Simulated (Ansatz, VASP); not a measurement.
Two plane-wave programs on Ru

```xyz
1
Lattice="0.0000 1.9312 1.9312 1.9312 0.0000 1.9312 1.9312 1.9312 0.0000" Properties=species:S:1:pos:R:3 pbc="T T T"
Ru    0.0000    0.0000    0.0000
```

Alike in both runs: task single point; functional PBE; k mesh 23 × 23 × 23; occupations fermi-dirac, width 0.1 eV; no spin polarisation.

|  | VASP | Ansatz |
| --- | --- | --- |
| version | VASP 6.6.1 | Ansatz 0.2.0 |
| potentials or method | VASP PAW PBE potentials, release 64 (Ru_pv) | plane waves (420 eV) with PAW, scalar-relativistic |
| plane-wave cutoff (eV) | 520 | 420 |
| valence electrons in the cell | 14 | 16 |

|  | VASP | Ansatz | Ansatz less VASP |
| --- | --- | --- | --- |
| pressure (GPa) | -11.1 | -11.0 | +0.10 |

With one functional, cell and mesh, what is left measures potentials, basis and numerics. The two sets of potentials don't hold the same shells in valence.
